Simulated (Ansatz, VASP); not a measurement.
Zr: VASP beside Ansatz

Contents of INCAR:

```
SYSTEM = Zr
ALGO     = Normal         ! electronic algorithm
EDIFF    = 1E-8           ! SCF threshold, eV
ENCUT    = 520            ! plane-wave cutoff, eV
GGA      = PE             ! functional
ISIF     = 2              ! what is computed and relaxed
ISMEAR   = -1             ! smearing method
LASPH    = .TRUE.         ! aspherical terms in the spheres
LCHARG   = .FALSE.        ! write CHGCAR
LEFG     = .TRUE.       
LREAL    = .FALSE.        ! projectors in reciprocal space
LWAVE    = .FALSE.        ! write WAVECAR
NBANDS   = 12             ! bands
NELM     = 100            ! most SCF steps
PREC     = Accurate       ! precision mode
SIGMA    = 0.05           ! smearing width, eV
```

KPOINTS

```
k-points
0
G
  13 13 13
  0 0 0
```

The input POSCAR:

```
Zr
1.0
    0.0000000000      2.2398653158      2.2398653158
    2.2398653158      0.0000000000      2.2398653158
    2.2398653158      2.2398653158      0.0000000000
Zr
1
Direct
    0.0000000000      0.0000000000      0.0000000000
```

Input for Ansatz:

```yaml
crystal:
  lattice:
    - [0.0, 2.2398653158, 2.2398653158]
    - [2.2398653158, 0.0, 2.2398653158]
    - [2.2398653158, 2.2398653158, 0.0]
  atoms:
    - { symbol: Zr, position: [0.0, 0.0, 0.0] }
kpoints:
  mp_grid: { grid: [13, 13, 13] }
scf:
  occupations: { method: fermi_dirac, width: 0.05 }
hamiltonian:
  xc: pbe
  pseudopotentials: { kind: paw }
output:
  forces: true
  stress: true
  eigenvalues: true
  efg: { contact_densities: true }
  write_density: true
  write_potential: true
  elf: true
  volumetric_format: npy
```

Change from the starting cell: volume scaled by 0.98, PAW files.

Alike in both runs: task electric field gradients; functional PBE; k mesh 13 × 13 × 13; occupations fermi-dirac, width 0.05 eV; no spin polarisation.

|  | VASP | Ansatz |
| --- | --- | --- |
| version | VASP 6.6.1 | Ansatz 0.2.0 |
| potentials or method | VASP PAW PBE potentials, release 64 (Zr_sv) | PAW with Ansatz's default frozen-core files, scalar-relativistic |
| plane-wave cutoff (eV) | 520 | 420 |
| valence electrons in the cell | 12 | 12 |

```tsv
	VASP	Ansatz	Ansatz less VASP
pressure (GPa)	3.1	3.1	-0.03
Vzz of the field gradient on the site that differs most (V/Å²)	0.0	0.0	0.00
```

Ansatz warned: «gradients_without_spin_orbit».
